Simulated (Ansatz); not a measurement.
# CdS (P3m1) in Ansatz: a series of runs

Aim: see how the results for CdS move with the level of theory and the settings. Levels: revPBE+D4, BLYP+D3(BJ). Tasks: relaxation of cell and atoms.

Program: Ansatz 0.2.0. These are calculated values, not measurements. Logs are shortened: lines on timing, memory, paths and dates and some standing lists are left out, and cuts for length are marked.

### 1 The structure

The structure is trigonal, space group P3m1 (No. 156). The conventional cell has a = 4.261 Å, b = 4.261 Å, c = 5.804 Å, α = 90.00°, β = 90.00°, γ = 120.00°. Cd (site symmetry 3m) is surrounded by 3 S at 2.46 Å. S (site symmetry 3m) is surrounded by 3 Cd at 2.46 Å.

Measurements of this composition are mostly on another form, of space group No. 186.

### 2 Relaxation of cell and atoms, revPBE+D4

Contents of input.yaml:

```yaml
crystal:
  lattice:
    - [4.2611695877, 0.0, 0.0]
    - [-2.1305847939, 3.6902811128, 0.0]
    - [0.0, 0.0, 5.80417294]
  atoms:
    - { symbol: Cd, position: [0.0, 0.0, 0.44269192] }
    - { symbol: S, position: [0.6666666667, 0.3333333333, 0.43430808] }
hamiltonian:
  xc: revpbe
  pseudopotentials: { kind: paw }
  dispersion: d4
kpoints:
  mp_grid: { grid: [7, 7, 5] }
scf:
  occupations: { method: fermi_dirac, width: 0.05 }
output:
  forces: true
  stress: true
  eigenvalues: true
relax:
  f_tol: 0.01
  max_steps: 40
  cell: { stress_tol: 0.05 }
```

Potentials or basis: Ansatz PAW.

Launch:

```
$ ansatz run input.yaml --threads 2 --pin off --max-ram 5632MiB --backend cpu --events-out ev --progress --plain --runs-dir out
```

The program printed:

```text
Warning: RAYON_NUM_THREADS=2 ignored (pool sized by the plan → 2); use --threads N
Engine: ansatz 0.2.0, x86_64-unknown-linux-gnu
Pseudopotentials: kind: paw
Pseudopotential: Cd, paw, valence charge 20, recommended cutoff 420 eV (normal), Cd.paw.azcp
Pseudopotential: S, paw, valence charge 6, recommended cutoff 420 eV (normal), S.paw.azcp
Functional definition: revPBE
  parameter kappa = 1.245
  parameter beta = 0.06672455060314922
  exchange = pbe_x(kappa = kappa, mu = beta*pi^2/3)
  correlation = pbe_c(beta = beta)
Crystal: 2 atoms, lattice volume = 91.270 Å³
Basis set: ecut = 420 eV, 1765 PW (Γ), exchange–correlation on 60×60×80 points (8 copies of the dense FFT grid, shifted against one another)
Bands: 17, of which v1, the nominal top of the filled ones, is band 13 counted from 1 (12 counted from 0)
Symmetry: 6 space group operations
Space group: P3m1 (ITA 156), of the structure as read, at distance tolerance 4.5e-5 Å
k-points: 32 of 245 (time reversal used)
Non-local potential: Cd, projectors of the file, l = 0: 3, l = 1: 2, l = 2: 2, l = 3: 1
Non-local potential: S, projectors of the file, l = 0: 2, l = 1: 2, l = 2: 2
PAW form: soft (Blöchl's): semilocal exchange-correlation on the pseudo side does not see the compensation charge
PAW frozen core: Cd, regenerated for the run's functional, and the local potential with it (the file was generated under x = pbe(κ = 0.804, μ = 0.2195149727645171), c = pbe(β = 0.06672455060314922))
PAW frozen core: S, regenerated for the run's functional, and the local potential with it (the file was generated under x = pbe(κ = 0.804, μ = 0.2195149727645171), c = pbe(β = 0.06672455060314922))
PAW one-centre angular grid: Cd, 590 points (default); XC on 64 Gauss nodes
PAW one-centre angular grid: S, 110 points (default); XC on 64 Gauss nodes
Initial density: superposition of atomic densities (neutral atoms: chi_scale 0, normalization atom), corrected by the library's trained network
Initial wavefunctions: pseudopotential atomic-orbital guess
Functional: x = revpbe(κ = 1.245, μ = 0.2195149727645171), c = pbe(β = 0.06672455060314922)
SCF iter   1: F=—  HF=-9166.425490 eV  |F-HF|=—  |Δ(HF+E_count)|=         —  Δρ=2.30e-3  dr2=3.84e-3  ethr=1.77e-3  ⟨swp⟩=5.8  Hψ=2774  notcnv=0
preconditioner: auto → Resta (q_TF=auto, 2.213 Å⁻¹)  ε∞=3.0  [insulator: Δε(μ)=1.574 eV  Ē_g=11.698 eV  σ=0.050 eV  W_gap=1.00  n_scr=22 (ndim 8)  ℏωp=16.5 eV  f_vac=0.433  D(μ)=0.00/eV (n_scr^D=0)  ε∞_Penn≈3.0]
SCF iter   2: F=—  HF=-9166.425290 eV  |F-HF|=—  |Δ(HF+E_count)|=   2.00e-4  Δρ=8.19e-4  dr2=4.93e-4  ethr=1.48e-5  ⟨swp⟩=2.0  Hψ=1175  notcnv=0
SCF iter   3: F=—  HF=-9166.425331 eV  |F-HF|=—  |Δ(HF+E_count)|=   4.13e-5  Δρ=3.25e-4  dr2=9.81e-5  ethr=1.89e-6  ⟨swp⟩=2.0  Hψ=597  notcnv=0
SCF iter   4: F=—  HF=-9166.425323 eV  |F-HF|=—  |Δ(HF+E_count)|=   8.46e-6  Δρ=5.60e-5  dr2=4.08e-6  ethr=3.77e-7  ⟨swp⟩=2.9  Hψ=854  notcnv=0
SCF iter   5: F=—  HF=-9166.425327 eV  |F-HF|=—  |Δ(HF+E_count)|=   4.68e-6  Δρ=1.78e-5  dr2=3.61e-7  ethr=1.57e-8  ⟨swp⟩=2.6  Hψ=808  notcnv=0
SCF iter   6: F=-9166.425328 eV  HF=-9166.425328 eV  |F-HF|=6.04e-9  |Δ(HF+E_count)|=   5.62e-7  Δρ=4.93e-6  dr2=4.34e-8  ethr=3.85e-10  ⟨swp⟩=6.8  Hψ=2446  notcnv=0
SCF 1 converged in 6 iterations: F = -9166.425328 eV  dr2 = 4.34e-8
relax step   1: F+E_penalty+E_count = -9166.42532783 eV  Δ(F+E_penalty+E_count) = +0.000e0 eV  max|allowed force component| = 7.405e-5 eV/Å  Δτ_max = 0.0000 Å  P = -0.516 GPa  Ω = 91.270 Å³  (6 SCF iters, dr2 threshold 1.00e-7 eV, accepted)
Crystal: 2 atoms, lattice volume = 89.588 Å³
Basis set: ecut = 420 eV, 1753 PW (Γ), exchange–correlation on 60×60×80 points (8 copies of the dense FFT grid, shifted against one another)
Initial density: handed on by an earlier stage of this run
Initial wavefunctions: those handed on with the density
iter 1 solved again at ethr=1.29e-6 eV; its pass at ethr=3.10e-3 eV (dr2=3.34e-4 eV) is discarded
SCF iter   1: F=—  HF=-9166.429519 eV  |F-HF|=—  |Δ(HF+E_count)|=         —  Δρ=4.27e-4  dr2=3.57e-4  ethr=1.29e-6  ⟨swp⟩=3.5  Hψ=3508  notcnv=0
preconditioner: auto → Resta (q_TF=auto, 2.220 Å⁻¹)  ε∞=3.0  [insulator: Δε(μ)=1.609 eV  Ē_g=11.733 eV  σ=0.050 eV  W_gap=1.00  n_scr=22 (ndim 8)  ℏωp=16.6 eV  f_vac=0.430  D(μ)=0.00/eV (n_scr^D=0)  ε∞_Penn≈3.0]
[... 197 lines left out ...]
SCF 18 converged in 6 iterations: F = -9166.838554 eV  dr2 = 4.18e-8
relax step  18: F+E_penalty+E_count = -9166.83855354 eV  Δ(F+E_penalty+E_count) = -3.551e-2 eV  max|allowed force component| = 1.676e-2 eV/Å  Δτ_max = 0.0894 Å  P = +0.024 GPa  Ω = 40.884 Å³  energy of the carried Pulay correction = +9.913e-3 eV  (6 SCF iters, dr2 threshold 2.00e-7 eV, accepted)
Crystal: 2 atoms, lattice volume = 40.837 Å³
iter 1 solved again at ethr=4.39e-7 eV; its pass at ethr=3.10e-3 eV (dr2=1.14e-4 eV) is discarded
SCF iter   1: F=—  HF=-9166.839009 eV  |F-HF|=—  |Δ(HF+E_count)|=         —  Δρ=4.58e-4  dr2=1.10e-4  ethr=4.39e-7  ⟨swp⟩=2.0  Hψ=3245  notcnv=0
preconditioner: auto → none  [insulator: Δε(μ)=0.511 eV  Ē_g=12.602 eV  σ=0.050 eV  W_gap=0.81  n_scr=8 (ndim 8)  ℏωp=24.7 eV  f_vac=0.015  D(μ)=0.15/eV (n_scr^D=0)  ε∞_Penn≈4.8]
SCF iter   2: F=—  HF=-9166.838983 eV  |F-HF|=—  |Δ(HF+E_count)|=   2.60e-5  Δρ=1.88e-4  dr2=7.89e-6  ethr=4.24e-7  ⟨swp⟩=2.0  Hψ=814  notcnv=0
SCF iter   3: F=—  HF=-9166.838984 eV  |F-HF|=—  |Δ(HF+E_count)|=   6.07e-7  Δρ=7.61e-5  dr2=1.08e-6  ethr=3.03e-8  ⟨swp⟩=2.2  Hψ=699  notcnv=0
SCF iter   4: F=-9166.838984 eV  HF=-9166.838984 eV  |F-HF|=2.03e-8  |Δ(HF+E_count)|=   5.28e-7  Δρ=1.67e-5  dr2=7.36e-8  ethr=7.69e-10  ⟨swp⟩=5.2  Hψ=2374  notcnv=0
SCF 19 converged in 4 iterations: F = -9166.838984 eV  dr2 = 7.36e-8
relax step  19: F+E_penalty+E_count = -9166.83898443 eV  Δ(F+E_penalty+E_count) = -4.309e-4 eV  max|allowed force component| = 2.359e-3 eV/Å  Δτ_max = 0.0084 Å  P = +0.022 GPa  Ω = 40.837 Å³  energy of the carried Pulay correction = +9.931e-3 eV  (4 SCF iters, dr2 threshold 2.00e-7 eV, accepted)
Basis set: ecut = 420 eV, 779 PW (Γ), exchange–correlation on 50×50×48 points (8 copies of the dense FFT grid, shifted against one another)
Initial wavefunctions: pseudopotential atomic-orbital guess (no wavefunctions were taken with the density)
iter 1 solved again at ethr=1.14e-7 eV; its pass at ethr=3.10e-3 eV (dr2=2.96e-5 eV) is discarded
SCF iter   1: F=—  HF=-9166.836034 eV  |F-HF|=—  |Δ(HF+E_count)|=         —  Δρ=6.47e-4  dr2=2.23e-5  ethr=1.14e-7  ⟨swp⟩=3.0  Hψ=4004  notcnv=0
preconditioner: auto → none  [insulator: Δε(μ)=0.510 eV  Ē_g=12.603 eV  σ=0.050 eV  W_gap=0.80  n_scr=8 (ndim 8)  ℏωp=24.7 eV  f_vac=0.016  D(μ)=0.15/eV (n_scr^D=0)  ε∞_Penn≈4.8]
SCF iter   2: F=—  HF=-9166.836007 eV  |F-HF|=—  |Δ(HF+E_count)|=   2.64e-5  Δρ=3.02e-4  dr2=7.33e-6  ethr=8.58e-8  ⟨swp⟩=2.0  Hψ=871  notcnv=0
SCF iter   3: F=—  HF=-9166.836003 eV  |F-HF|=—  |Δ(HF+E_count)|=   4.44e-6  Δρ=1.08e-4  dr2=1.61e-6  ethr=2.82e-8  ⟨swp⟩=2.0  Hψ=781  notcnv=0
SCF iter   4: F=—  HF=-9166.836010 eV  |F-HF|=—  |Δ(HF+E_count)|=   7.24e-6  Δρ=1.64e-5  dr2=8.35e-8  ethr=6.19e-9  ⟨swp⟩=2.3  Hψ=932  notcnv=0
SCF iter   5: F=—  HF=-9166.836010 eV  |F-HF|=—  |Δ(HF+E_count)|=   2.56e-9  Δρ=5.34e-6  dr2=3.19e-9  ethr=3.21e-10  ⟨swp⟩=2.0  Hψ=731  notcnv=0
SCF iter   6: F=-9166.836010 eV  HF=-9166.836010 eV  |F-HF|=4.55e-11  |Δ(HF+E_count)|=   4.41e-9  Δρ=3.77e-7  dr2=1.86e-11  ethr=1.00e-12  ⟨swp⟩=4.0  Hψ=2656  notcnv=0
SCF 20 converged in 6 iterations: F = -9166.836010 eV  dr2 = 1.86e-11
relax step  20: F+E_penalty+E_count = -9166.83601025 eV  Δ(F+E_penalty+E_count) = +2.974e-3 eV  max|allowed force component| = 2.445e-3 eV/Å  Δτ_max = 0.0000 Å  P = -0.020 GPa  Ω = 40.837 Å³  stress off target by 3.00e-2 GPa  SCF on the basis re-selected at this cell (its energy is not comparable with the rows above)  (6 SCF iters)
basis re-selected at this cell: Δ(F+E_penalty+E_count) = +2.974e-3 eV, ΔP = -0.042 GPa vs the last step (what re-selecting the basis moved, of the pressure what is left beyond the Pulay correction that the steps carried, after the strain that the cell walked since its last selection, with what the two solves' SCF thresholds leave and, on support functions, any second-order correction that the steps lacked; it is no measure of the basis error at this ecutwfc). The dense FFT grid was sized anew with the basis: this SCF ran on 25×25×24 points, the steps before it on 30×30×40, so part of this shift can come from that change (see relax.cell in the input reference). This SCF's stress stands 3.00e-2 GPa from its target on what of the cell is left free (relax.cell.stress_tol is 5.00e-2 GPa) and its largest allowed force component is 2.45e-3 eV/Å (relax.f_tol is 1.00e-2 eV/Å): within both
SCF converged after 6 iterations
Free energy (F): -9166.836010 eV
Harris-Foulkes:  -9166.836010 eV  (|F-HF|=4.55e-11)
Internal energy: -9166.834594 eV  (E = F + TS)
E sigma→0 (E₀):  -9166.835302 eV
Entropy (-TS):   -0.001416 eV (-0.708 meV/atom)
Fermi energy:    10.464722 eV
--- Per-component energies (eV) ---
  E_band       = -437.557881
  E_kinetic    = 612.104146
  E_local      = -3572.652212  (includes V_loc(G=0)·N_el)
  E_nonlocal   = 62.306243
  E_hartree    = 1658.032613
  E_xc         = -274.137592
  E_vxc        = -308.912518  (∫ρ·V_xc dr)
  E_paw        = -4692.909376  (= ΣΔE_a)
  E_vpaw       = -546.468746  (= ΣTr[D̂ρ^β])
  E_aug_tail   = 0.000016  (compensation charges beyond the density's cutoff)
  E_ewald      = -2958.087545
  E_disp       = -1.382892  (pairwise vdW)
  E_core_change = -0.107995  (= ΣΔE_core)
  E_smearing   = -0.001416  (= −TS)
  E_closure    = -0.000000  (closes the sum)
  Σ components = -9166.836010   (vs F -9166.836010, Δ=0.00e0)
--- Forces (eV/Å), atoms counted from 1 ---
  atom   1  Cd     0.00000000     0.00000000    -0.00244513
  atom   2  S      0.00000000     0.00000000     0.00244530
  max |Σ_I F_I| component: 1.70e-7 eV/Å
--- Stress (GPa, compression-positive) ---
       -0.029978      -0.000000      -0.000000
       -0.000000      -0.029978       0.000000
       -0.000000       0.000000       0.000604
  P = ⅓ Tr σ = -0.0198 GPa (-0.198 kbar)
--- Band table (eV; the first three rows and the last of 32) ---
  k-point 0: bands = ["-91.8817", "-52.9748", "-52.9748", "-52.9230", "-2.9535", "1.8400", "1.9423", "1.9423", "2.3167", "2.3167", "8.9807", "9.6282", "9.6282", "10.3946", "17.0207", "17.0908", "17.0908"]
  k-point 1: bands = ["-91.8816", "-52.9747", "-52.9747", "-52.9249", "-2.6428", "1.9396", "1.9761", "1.9761", "2.2197", "2.2197", "6.6924", "9.7937", "9.7937", "12.2240", "17.5848", "17.5848", "17.8769"]
  k-point 2: bands = ["-91.8815", "-52.9745", "-52.9745", "-52.9278", "-2.0068", "2.0176", "2.0253", "2.0253", "2.0773", "2.0773", "4.7342", "10.0527", "10.0527", "14.0496", "16.3635", "18.7853", "18.7853"]
  k-point 31: bands = ["-91.8815", "-52.9764", "-52.9758", "-52.9275", "-1.5886", "1.7321", "1.9053", "2.2074", "2.4386", "2.8744", "6.5993", "6.9818", "8.6456", "11.2632", "13.2160", "17.7172", "19.6931"]
--- Relaxed structure (19 steps of the walk, 19 accepted, 1 SCFs on fresh bases) ---
  F+E_penalty+E_count = -9166.83601025 eV   max|allowed force component| = 2.445e-3 eV/Å   (the final SCF, on the basis selected at the relaxed cell)
  cell:  # Å, volume = 40.8365 Å³
    - [3.7104744579598985, 2.5136752581232392e-11, 1.4709505523849012e-16]
    - [-1.8552372290017185, 3.2133651406739987, 4.1309518313731705e-17]
    - [2.0035934304988855e-16, 1.8065023709625943e-16, 3.424991489996734]
  atoms:
    - { symbol: Cd, position: [-7.089289931688474e-17, -2.1482524093388996e-17, 0.688742379120901] }
    - { symbol: S, position: [0.6666666666666667, 0.33333333333333337, 0.1882576208790991] }
```

Wall time 27 s (2 threads of Intel Xeon 6975P-C (Granite Rapids), shared host); peak memory 0.43 GiB.

Results:

- Free energy: -9166.8360 eV
- Relaxed volume: 20.42 Å³/atom
- Relaxed cell: a = 3.710 Å, b = 3.710 Å, c = 3.425 Å, α = 90.00°, β = 90.00°, γ = 120.00°
- Space group after relaxing (to 0.05 Å): P-6m2 (No. 187)
- Energy gained by relaxing: 205.3 meV/atom
- Ionic steps: 20
- Pressure after relaxing: 0.0 GPa
- Band gap on the k mesh: none (metal or under the smearing width)

Forces in eV/Å, atoms in the order of the input:
```
Cd   0.000  0.000 -0.002
S    0.000  0.000  0.002
```

The path:
```tsv
step	energy change (eV)	largest force (eV/Å)	volume (Å³)
1	0.0000	0.0001	91.27
2	-0.0041	0.0034	89.59
3	-0.0132	0.0113	84.74
4	-0.0282	0.0163	80.27
5	-0.0483	0.0188	76.34
6	-0.0691	0.0288	71.68
7	-0.0909	0.0414	67.16
8	-0.1089	0.0608	62.91
9	-0.1120	0.1105	58.49
10	-0.1359	0.1195	59.32
11	-0.1590	0.0312	58.87
12	-0.1908	0.0683	54.57
13	-0.2174	0.0534	50.71
14	-0.2607	0.1961	46.54
15	-0.3313	0.1949	44.29
16	-0.3732	0.1981	40.11
17	-0.3777	0.1691	40.96
18	-0.4132	0.0168	40.88
19	-0.4137	0.0024	40.84
20	-0.4107	0.0024	40.84
```

Final structure:
```yaml
crystal:
  lattice:
    - [3.71047, 0.00000, 0.00000]
    - [-1.85524, 3.21337, 0.00000]
    - [0.00000, 0.00000, 3.42499]
  atoms:
    - { symbol: Cd, position: [0.00000, 0.00000, 0.68874] }
    - { symbol: S, position: [0.66667, 0.33333, 0.18826] }
```

Levels at points of the mesh, in eV from the Fermi level:
| k point | band 10 | band 11 | band 12 | band 13 | band 14 | band 15 | band 16 | band 17 |
| --- | --- | --- | --- | --- | --- | --- | --- | --- |
| (0.00, 0.00, 0.00) | -8.15 | -1.48 | -0.84 | -0.84 | -0.07 | 6.56 | 6.63 | 6.63 |

Caveat: the volume moved by over 15 % at a fixed basis, so the end points are rough; the plane-wave basis is chosen anew once the cell has moved, so the energies of steps on either side of that aren't comparable; pairwise dispersion overbinds metals, which lowers pressure and volume; the PAW data sets come from PBE, with cores solved anew for the run's functional, which leaves a small shift of forces and pressure.

### 3 Relaxation of cell and atoms, BLYP+D3(BJ)

Changes to input.yaml since step 2:

```diff
@@ -9,5 +9,5 @@
 hamiltonian:
-  xc: revpbe
+  xc: blyp
   pseudopotentials: { kind: paw }
-  dispersion: d4
+  dispersion: d3bj
 kpoints:
```

Potentials or basis: Ansatz PAW.

Launch:

```
$ ansatz run input.yaml --threads 2 --pin off --max-ram 5632MiB --backend cpu --events-out ev --progress --plain --runs-dir out
```

Wall time 27 s (2 threads of Intel Xeon 6975P-C (Granite Rapids), shared host); peak memory 0.45 GiB.

It converged, with:

```
Free energy                            : -9178.8511 eV
Relaxed volume                         : 20.86 Å³/atom
Relaxed cell                           : a = 3.738 Å, b = 3.738 Å, c = 3.447 Å, α = 90.00°, β = 90.00°, γ = 120.00°
Space group after relaxing (to 0.05 Å) : P-6m2 (No. 187)
Energy gained by relaxing              : 223.3 meV/atom
Ionic steps                            : 19
Pressure after relaxing                : 0.0 GPa
Band gap on the k mesh                 : none (metal or under the smearing width)
```

Step by step:
| step | energy change (eV) | largest force (eV/Å) | volume (Å³) |
| --- | --- | --- | --- |
| 1 | 0.0000 | 0.0086 | 91.27 |
| 2 | -0.0055 | 0.0092 | 89.93 |
| 3 | -0.0120 | 0.0106 | 88.35 |
| 4 | -0.0338 | 0.0159 | 83.85 |
| 5 | -0.0615 | 0.0240 | 79.30 |
| 6 | -0.0957 | 0.0367 | 74.72 |
| 7 | -0.1362 | 0.0557 | 70.07 |
| 8 | -0.1783 | 0.0825 | 65.42 |
| 9 | -0.2140 | 0.1298 | 60.64 |
| 10 | -0.2540 | 0.1610 | 56.72 |
| 11 | -0.2883 | 0.0106 | 55.88 |
| 12 | -0.3112 | 0.0404 | 51.03 |
| 13 | -0.3376 | 0.0994 | 47.75 |
| 14 | -0.3881 | 0.2493 | 43.70 |
| 15 | -0.4398 | 0.0912 | 42.59 |
| 16 | -0.4467 | 0.0103 | 42.16 |
| 17 | -0.4497 | 0.0015 | 41.67 |
| 18 | -0.4497 | 0.0002 | 41.72 |
| 19 | -0.4467 | 0.0002 | 41.72 |

Final structure:
```
Cd S
1.0
     3.73846    0.00000    0.00000
    -1.86923    3.23760    0.00000
     0.00000    0.00000    3.44686
Cd S
1 1
Direct
  0.00000 0.00000 0.68848
  0.66667 0.33333 0.18852
```

Levels at points of the mesh, in eV from the Fermi level:
| k point | band 10 | band 11 | band 12 | band 13 | band 14 | band 15 | band 16 | band 17 |
| --- | --- | --- | --- | --- | --- | --- | --- | --- |
| (0.00, 0.00, 0.00) | -8.18 | -1.40 | -0.79 | -0.79 | -0.26 | 6.66 | 6.66 | 6.88 |

Caveat: the volume moved by over 15 % at a fixed basis, so the end points are rough; the plane-wave basis is chosen anew once the cell has moved, so the energies of steps on either side of that aren't comparable; pairwise dispersion overbinds metals, which lowers pressure and volume; the PAW data sets come from PBE, with cores solved anew for the run's functional, which leaves a small shift of forces and pressure.
